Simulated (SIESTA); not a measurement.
**MnO2 under changes of volume**

One of the cells (10.839 Å³/atom); the others are scaled copies at fixed shape and fractional positions:

```
Mn O
1.0
     2.85658    0.00000    0.00000
    -1.42829    2.47387    0.00000
     0.00000    0.00000    4.60137
Mn O
1 2
Direct
  0.00000 0.00000 0.50000
  0.33333 0.66667 0.70629
  0.66667 0.33333 0.29371
```

Measurements of this composition are mostly on another form, of space group No. 136.

- Program: SIESTA 5.4.2
- Functional: PBEsol
- Potentials or basis: PseudoDojo 0.4 standard (PBEsol files)
- Basis: DZP (energy shift 0.003 Ry; two zetas on semicore shells)
- Grid cutoff: 800 Ry
- Energy shift: 0.003 Ry
- k mesh: 8 × 8 × 4
- Occupations: fermi-dirac, width 0.05 eV
- Spin: collinear spin, ferromagnetic start
- Starting moments: [4.0, 0.0, 0.0] μB

| volume (Å³/atom) | energy over the lowest point (meV/atom) | pressure (GPa) | gap on the mesh (eV) | largest force (eV/Å) |
| --- | --- | --- | --- | --- |
| 10.189 | ? | ? | ? | ? |
| 10.405 | 13.49 | 9.7 | 0.53 | 0.918 |
| 10.622 | 3.63 | 4.9 | 0.61 | 0.575 |
| 10.839 | 0.00 | 0.5 | 0.69 | 0.253 |
| 11.056 | 2.06 | -3.4 | 0.76 | 0.048 |
| 11.273 | 9.10 | -6.9 | 0.83 | 0.324 |
| 11.489 | 20.52 | -10.0 | 0.89 | 0.571 |

Question: What does the run at 10.189 Å³/atom give?

Answer: Energy over the lowest point 30.17 meV/atom; pressure 15.1 GPa; gap on the mesh 0.45 eV; largest force 1.288 eV/Å.

Worked out: A Birch-Murnaghan fit of order 3 (a polynomial in V^(-2/3)) to the other rows has its minimum at 10.86 Å³/atom with B0 = V·E''(V) = 205 GPa and B' = 4.8 at fixed shape and positions, which overstates the stiffness. It gives 30.36 meV/atom at 10.189 Å³/atom, against the run's 30.17, and -dE/dV = 15.3 GPa, against 15.1. A straight line through the other rows of the gap, of slope 3.65 eV per unit of ln V, extrapolates to 0.46 eV, against the run's 0.45.

Energies are extrapolated to zero smearing.

Caveats: short orbitals over semicore shells can move pressures by several GPa; the basis of atomic orbitals isn't converged, which shifts pressures, moduli and gaps; a cell with one magnetic atom can't hold antiferromagnetic order, which such compounds often take; forces of over 1 eV/Å show positions far from the minimum, so gaps and moduli don't describe the material at rest (some runs).

A mesh can miss the band edges.
